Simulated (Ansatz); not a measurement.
Input deck for Ansatz 0.2.0, then the block of the output on the nuclei.

The cell is a COD entry, relaxed with PBE at fixed cell and then changed (volume scaled by 0.96, ions relaxed).

```yaml
crystal:
  lattice:
    - [10.3284961673, 0.0, 0.0]
    - [0.0, 3.591791265, 0.0]
    - [0.0, 0.0, 4.2389253134]
  atoms:
    - { symbol: Ge, position: [0.6209137674, 0.25, 0.371970008] }
    - { symbol: Ge, position: [0.8790862326, 0.75, 0.871970008] }
    - { symbol: Ge, position: [0.1209137674, 0.25, 0.128029992] }
    - { symbol: Ge, position: [0.3790862326, 0.75, 0.628029992] }
    - { symbol: S, position: [0.8505546875, 0.25, 0.4973846626] }
    - { symbol: S, position: [0.6494453125, 0.75, -0.0026153374] }
    - { symbol: S, position: [0.3505546875, 0.25, 1.0026153374] }
    - { symbol: S, position: [0.1494453125, 0.75, 0.5026153374] }
kpoints:
  mp_grid: { grid: [5, 12, 10] }
scf:
  occupations: { method: fermi_dirac, width: 0.02 }
hamiltonian:
  xc: pbe
  pseudopotentials: { kind: paw }
output:
  forces: true
  stress: true
  populations: true
  efg:
    quadrupole_moments_barn: { Ge: -0.196, S: -0.0694 }
    contact_densities: true
relax:
  f_tol: 0.02
  max_steps: 60
```

```sh
ansatz run input.yaml --threads 1 --pin off --max-ram 3072MiB --backend cpu --events-out ev --progress --plain --runs-dir out
```

The run relaxes the ions first, and the block belongs to the relaxed positions.

Of the output, the block on the nuclei alone is shown; the set-up, the SCF iterations, energies, forces and stress are cut.

```
--- PAW observables at the nuclei: V_zz in 10²¹ V/m², potentials from the cell's mean, atoms counted from 1 ---
  atom   1  Ge V_zz =    -7.468445   η = 0.4064   by run symmetry: allowed   C_q = +35.3949 MHz
            electrostatic potential = -4321.204716 V   contact ρ = 210298.721431 e/Å³
  atom   2  Ge V_zz =    -7.468445   η = 0.4064   by run symmetry: allowed   C_q = +35.3949 MHz
            electrostatic potential = -4321.204716 V   contact ρ = 210298.721431 e/Å³
  atom   3  Ge V_zz =    -7.468445   η = 0.4064   by run symmetry: allowed   C_q = +35.3949 MHz
            electrostatic potential = -4321.204716 V   contact ρ = 210298.721431 e/Å³
  atom   4  Ge V_zz =    -7.468445   η = 0.4064   by run symmetry: allowed   C_q = +35.3949 MHz
            electrostatic potential = -4321.204716 V   contact ρ = 210298.721431 e/Å³
  atom   5  S  V_zz =    -4.691334   η = 0.0974   by run symmetry: allowed   C_q = +7.8725 MHz
            electrostatic potential = -1634.265749 V   contact ρ = 19770.680597 e/Å³
  atom   6  S  V_zz =    -4.691334   η = 0.0974   by run symmetry: allowed   C_q = +7.8725 MHz
            electrostatic potential = -1634.265749 V   contact ρ = 19770.680597 e/Å³
  atom   7  S  V_zz =    -4.691334   η = 0.0974   by run symmetry: allowed   C_q = +7.8725 MHz
            electrostatic potential = -1634.265749 V   contact ρ = 19770.680597 e/Å³
  atom   8  S  V_zz =    -4.691334   η = 0.0974   by run symmetry: allowed   C_q = +7.8725 MHz
            electrostatic potential = -1634.265749 V   contact ρ = 19770.680597 e/Å³
```

The relaxation (4 steps) took 3.5 min of wall time (3.4 min of CPU time) and 1.1 GiB at its peak, on 1 thread of Intel Xeon Platinum 8259CL CPU @ 2.50GHz (Skylake/Cascade Lake) (x86_64; 16 cores open to the job, memory cap 3.0 GiB, no GPU), a shared host with a load of 0.5 a core.
